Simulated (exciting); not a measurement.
# AlCu3 (Fm-3m) in exciting: reference runs

Aim: a first look at AlCu3 with PBEsol, on the cell as given.

All numbers are computed with exciting (release sodium); they aren't measurements. Logs are shortened: lines on timing, memory, paths and dates and some standing lists are left out, and cuts for length are marked.

## 1. The structure

The structure is cubic, space group Fm-3m (No. 225). The conventional cell has a = 5.776 Å, b = 5.776 Å, c = 5.776 Å, α = 90.00°, β = 90.00°, γ = 90.00°. Cu (site symmetry -43m) has 4 Al at 2.50 Å and 4 Cu at 2.50 Å as nearest neighbours. Cu (site symmetry m-3m) is surrounded by 8 Cu at 2.50 Å. Al (site symmetry m-3m) is surrounded by 8 Cu at 2.50 Å.

The cell comes from a database or a generator and needn't be the stable form of this composition.

## 2. Single point, PBEsol

File input.xml:

```xml
<input>
  <title>AlCu3</title>
  <structure speciespath="./" tshift="false">
    <crystal scale="1">
      <basevect>0.000000000000 5.457549812230 5.457549812230</basevect>
      <basevect>5.457549812230 0.000000000000 5.457549812230</basevect>
      <basevect>5.457549812230 5.457549812230 0.000000000000</basevect>
    </crystal>
    <species speciesfile="Cu.xml" rmt="2">
      <atom coord="0.750000000000 0.750000000000 0.750000000000"/>
      <atom coord="0.250000000000 0.250000000000 0.250000000000"/>
      <atom coord="0.500000000000 0.500000000000 0.500000000000"/>
    </species>
    <species speciesfile="Al.xml" rmt="2">
      <atom coord="0.000000000000 0.000000000000 0.000000000000"/>
    </species>
  </structure>
  <groundstate do="fromscratch" ngridk="8 8 8" rgkmax="9" gmaxvr="14" lmaxapw="10" lmaxmat="10" lmaxvr="8" xctype="GGA_PBE_SOL" stype="Fermi Dirac" swidth="0.00183747" nempty="26" ValenceRelativity="iora*" epsengy="1e-05" epspot="1e-05" maxscl="60" tforce="true" outputlevel="normal"/>
</input>
```

Potentials or basis: all-electron LAPW+lo, shipped species files, valence relativity iora*.

Started as:

```console
OMP_NUM_THREADS=1 exciting_smp
```

INFO.OUT:

```text
================================================================================
EXCITING SODIUM started
[... 10 lines left out ...]

 Lattice vectors (cartesian) :
      0.0000000000      5.4575498122      5.4575498122
      5.4575498122      0.0000000000      5.4575498122
      5.4575498122      5.4575498122      0.0000000000

 Reciprocal lattice vectors (cartesian) :
     -0.5756415904      0.5756415904      0.5756415904
      0.5756415904     -0.5756415904      0.5756415904
      0.5756415904      0.5756415904     -0.5756415904

 Unit cell volume                           :     325.1046045363
 Brillouin zone volume                      :       0.7629858513

 Species :    1 (Cu)
     parameters loaded from                 :    Cu.xml
     name                                   :    copper
     nuclear charge                         :     -29.00000000
     electronic charge                      :      29.00000000
     atomic mass                            :  115837.27170000
     muffin-tin radius                      :       2.00000000
     # of radial points in muffin-tin       :     350

     atomic positions (lattice) :
       1 :   0.75000000  0.75000000  0.75000000
       2 :   0.25000000  0.25000000  0.25000000
       3 :   0.50000000  0.50000000  0.50000000

 Species :    2 (Al)
     parameters loaded from                 :    Al.xml
     name                                   :    aluminium
     nuclear charge                         :     -13.00000000
     electronic charge                      :      13.00000000
     atomic mass                            :   49184.33493000
     muffin-tin radius                      :       2.00000000
     # of radial points in muffin-tin       :     300

     atomic positions (lattice) :
       1 :   0.00000000  0.00000000  0.00000000

 Total number of atoms per unit cell        :       4

 Spin treatment                             :    spin-unpolarised

 Number of Bravais lattice symmetries       :      48
 Number of crystal symmetries               :      48

 k-point grid                               :       8    8    8
 Total number of k-points                   :      29
 k-point set is reduced with crystal symmetries

 R^MT_min * |G+k|_max (rgkmax)              :       9.00000000
 Species with R^MT_min                      :       1 (Cu)
 Maximum |G+k| for APW functions            :       4.50000000
 Maximum |G| for potential and density      :      14.00000000

 G-vector grid sizes                        :      36    36    36
 Total number of G-vectors                  :   15065

 Maximum angular momentum used for
     APW functions                          :      10
     computing H and O matrix elements      :      10
     potential and density                  :       8
     inner part of muffin-tin               :       2

 Total nuclear charge                       :    -100.00000000
 Total electronic charge                    :     100.00000000
 Total core charge                          :      40.00000000
 Total valence charge                       :      60.00000000

 Number of empty states                     :      26
 Total number of valence states             :      57

 Maximum Hamiltonian size                   :     574
 Maximum number of plane-waves              :     531
 Total number of local-orbitals             :      43

 Exchange-correlation type                  :      22
[... 23 lines left out ...]
+ SCF iteration number :    1                                                  +
++++++++++++++++++++++++++++++++++++++++++++++++++++++++++++++++++++++++++++++++
 Total energy                               :     -5146.59366790
 _______________________________________________________________
 Fermi energy                               :         0.38088373
 Kinetic energy                             :      5314.74197871
 Coulomb energy                             :    -10247.00087203
 Exchange energy                            :      -208.97435406
 Correlation energy                         :        -5.36042051

 DOS at Fermi energy (states/Ha/cell)       :        35.60440716

 Electron charges :
     core                                   :        40.00000000
     core leakage                           :         0.00623127
     valence                                :        60.00000000
     interstitial                           :         8.26559040
     charge in muffin-tin spheres :
                  atom     1    Cu          :        26.87492360
                  atom     2    Cu          :        26.87492360
                  atom     3    Cu          :        26.85358234
                  atom     4    Al          :        11.13098006
     total charge in muffin-tins            :        91.73440960
     total charge                           :       100.00000000

++++++++++++++++++++++++++++++++++++++++++++++++++++++++++++++++++++++++++++++++
+ SCF iteration number :    2                                                  +
++++++++++++++++++++++++++++++++++++++++++++++++++++++++++++++++++++++++++++++++
 Total energy                               :     -5223.77983512
 _______________________________________________________________
 Fermi energy                               :         0.31449168
 Kinetic energy                             :      5280.91555049
 Coulomb energy                             :    -10286.73045675
 Exchange energy                            :      -212.57328716
 Correlation energy                         :        -5.39164169

 DOS at Fermi energy (states/Ha/cell)       :        16.95972666

 Electron charges :
     core                                   :        40.00000000
     core leakage                           :         0.00565737
     valence                                :        60.00000000
     interstitial                           :         6.59397980
     charge in muffin-tin spheres :
                  atom     1    Cu          :        27.52141551
                  atom     2    Cu          :        27.52141551
                  atom     3    Cu          :        27.52463313
                  atom     4    Al          :        10.83855604
     total charge in muffin-tins            :        93.40602020
     total charge                           :       100.00000000
[... 502 lines left out ...]
++++++++++++++++++++++++++++++++++++++++++++++++++++++++++++++++++++++++++++++++
+ SCF iteration number :   19                                                  +
++++++++++++++++++++++++++++++++++++++++++++++++++++++++++++++++++++++++++++++++
 Total energy                               :     -5203.45649784
 _______________________________________________________________
 Fermi energy                               :         0.31883087
 Kinetic energy                             :      5288.10826276
 Coulomb energy                             :    -10274.56358871
 Exchange energy                            :      -211.61829163
 Correlation energy                         :        -5.38288026

 DOS at Fermi energy (states/Ha/cell)       :         8.29687985

 Electron charges :
     core                                   :        40.00000000
     core leakage                           :         0.00576194
     valence                                :        60.00000000
     interstitial                           :         6.93298994
     charge in muffin-tin spheres :
                  atom     1    Cu          :        27.39190981
                  atom     2    Cu          :        27.39190981
                  atom     3    Cu          :        27.36976899
                  atom     4    Al          :        10.91342146
     total charge in muffin-tins            :        93.06701006
     total charge                           :       100.00000000

 RMS change in effective potential (target) :  0.443220E-09  ( 0.100000E-04)
 Absolute change in total energy   (target) :  0.161261E-06  ( 0.100000E-04)
 Charge distance                   (target) :  0.699269E-09  ( 0.100000E-04)
 Abs. change in max-nonIBS-force   (target) :   0.00000      ( 0.500000E-04)

++++++++++++++++++++++++++++++++++++++++++++++++++++++++++++++++++++++++++++++++
| Convergency criteria checked for the last 2 iterations                       +
| Convergence targets achieved. Performing final SCF iteration                 +
++++++++++++++++++++++++++++++++++++++++++++++++++++++++++++++++++++++++++++++++
 Total energy                               :     -5203.45649782
 _______________________________________________________________
 Fermi energy                               :         0.31883087
 Kinetic energy                             :      5288.10826279
 Coulomb energy                             :    -10274.56358872
 Exchange energy                            :      -211.61829163
 Correlation energy                         :        -5.38288026

 DOS at Fermi energy (states/Ha/cell)       :         8.29687978

 Electron charges :
     core                                   :        40.00000000
     core leakage                           :         0.00576194
     valence                                :        60.00000000
     interstitial                           :         6.93298994
     charge in muffin-tin spheres :
                  atom     1    Cu          :        27.39190981
                  atom     2    Cu          :        27.39190981
                  atom     3    Cu          :        27.36976899
                  atom     4    Al          :        10.91342146
     total charge in muffin-tins            :        93.06701006
     total charge                           :       100.00000000

++++++++++++++++++++++++++++++++++++++++++++++++++++++++++++++++++++++++++++++++
+ Self-consistent loop stopped                                                 +
++++++++++++++++++++++++++++++++++++++++++++++++++++++++++++++++++++++++++++++++
 STATE.OUT is written

--------------------------------------------------------------------------------
- Writing atomic positions and forces                                          -
--------------------------------------------------------------------------------

 Atomic positions (lattice) :
 atom     1  Cu  :     0.75000000    0.75000000    0.75000000
 atom     2  Cu  :     0.25000000    0.25000000    0.25000000
 atom     3  Cu  :     0.50000000    0.50000000    0.50000000
 atom     4  Al  :     0.00000000    0.00000000    0.00000000

 Total atomic forces including IBS (cartesian) :
 atom     1  Cu  :    -0.00000000    0.00000000   -0.00000000
 atom     2  Cu  :     0.00000000   -0.00000000    0.00000000
 atom     3  Cu  :     0.00000000    0.00000000    0.00000000
 atom     4  Al  :    -0.00000000    0.00000000   -0.00000000

 Atomic force components including IBS (cartesian) :
 atom     1  Cu  :    -0.00000000    0.00000000    0.00000000   HF force
                 :     0.00000000   -0.00000000   -0.00000000   core correction
                 :     0.00000000   -0.00000000    0.00000000   IBS correction
 atom     2  Cu  :     0.00000000   -0.00000000   -0.00000000   HF force
                 :    -0.00000000    0.00000000    0.00000000   core correction
                 :     0.00000000    0.00000000   -0.00000000   IBS correction
 atom     3  Cu  :     0.00000000   -0.00000000   -0.00000000   HF force
                 :     0.00000000   -0.00000000    0.00000000   core correction
                 :    -0.00000000   -0.00000000    0.00000000   IBS correction
 atom     4  Al  :    -0.00000000   -0.00000000    0.00000000   HF force
                 :     0.00000000    0.00000000    0.00000000   core correction
                 :    -0.00000000   -0.00000000   -0.00000000   IBS correction

********************************************************************************
[... 7 lines left out ...]
| EXCITING SODIUM stopped                                                      =
================================================================================
```

It took 3.2 min on 1 thread of Intel Xeon 6975P-C (Granite Rapids), shared host; peak memory 0.19 GiB.

Results:

```
Free energy                                       : -141593.2679 eV
Band gap on the k mesh                            : none (metal or under the smearing width)
All electrons inside the program's atomic spheres : Cu 27.39, 27.37; Al 10.91 (radii Cu 2.0, Al 2.0 bohr)
```

Caveat: the log's total energy holds no entropy term; the free energy is that total less TS from the occupations.
